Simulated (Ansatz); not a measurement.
# InGaP2: the cost of one run

Program: Ansatz 0.2.0. PAW datasets, plane waves, zero pressure. All values are calculated for a non-magnetic cell, which may be hypothetical.

**1. The cell**

This is the cell as the run starts from it, not yet at rest; its lengths are not the crystal's.

The symmetry is I-42d (No. 122, tetragonal); conventional cell a = 5.437 Å, c = 10.875 Å, 20.09 Å³ an atom. Ga has 4 P at 2.35 Å; P has 2 In at 2.35 Å and 2 Ga at 2.35 Å; In has 4 P at 2.35 Å.

The structure in full:

```cif
data_structure
_symmetry_space_group_name_H-M 'I-42d'
_symmetry_Int_Tables_number 122
_cell_length_a 5.4374
_cell_length_b 5.4374
_cell_length_c 10.8747
_cell_angle_alpha 90.000
_cell_angle_beta 90.000
_cell_angle_gamma 90.000
_cell_volume 321.51
loop_
_atom_site_label
_atom_site_type_symbol
_atom_site_symmetry_multiplicity
_atom_site_Wyckoff_symbol
_atom_site_fract_x
_atom_site_fract_y
_atom_site_fract_z
_atom_site_occupancy
Ga1 Ga 4 a 0.00000 0.00000 0.00000 1
P1 P 8 d 0.25000 0.25000 0.12500 1
In1 In 4 b 0.50000 0.50000 0.00000 1
```

**2. PBE: cell and atoms**

input.yaml reads:

```yaml
crystal:
  lattice:
    - [-2.7186846826, 2.7186846826, 5.4373693652]
    - [2.7186846826, -2.7186846826, 5.4373693652]
    - [2.7186846826, 2.7186846826, -5.4373693652]
  atoms:
    - { symbol: Ga, position: [0.0, 0.0, 0.0] }
    - { symbol: P, position: [0.375, 0.375, 0.5] }
    - { symbol: Ga, position: [0.75, 0.25, 0.5] }
    - { symbol: P, position: [0.125, 0.625, 0.0] }
    - { symbol: In, position: [0.5, 0.5, 0.0] }
    - { symbol: P, position: [0.875, 0.875, 0.5] }
    - { symbol: In, position: [0.25, 0.75, 0.5] }
    - { symbol: P, position: [0.625, 0.125, 0.0] }
kpoints:
  mp_grid: { grid: [6, 6, 6] }
hamiltonian:
  xc: pbe
scf:
  occupations: { method: fermi_dirac, width: 0.02 }
relax:
  f_tol: 0.005
  cell: {}
```

The run is started by

```sh
ansatz run input.yaml --threads 4 --pin off --max-ram 6451MiB --backend cpu --events-out ev --progress --plain --runs-dir out
```

Q: Estimate wall time and peak memory on 4 threads of Arm Neoverse V1, shared host.

About 40 s, with a peak of 0.63 GiB.
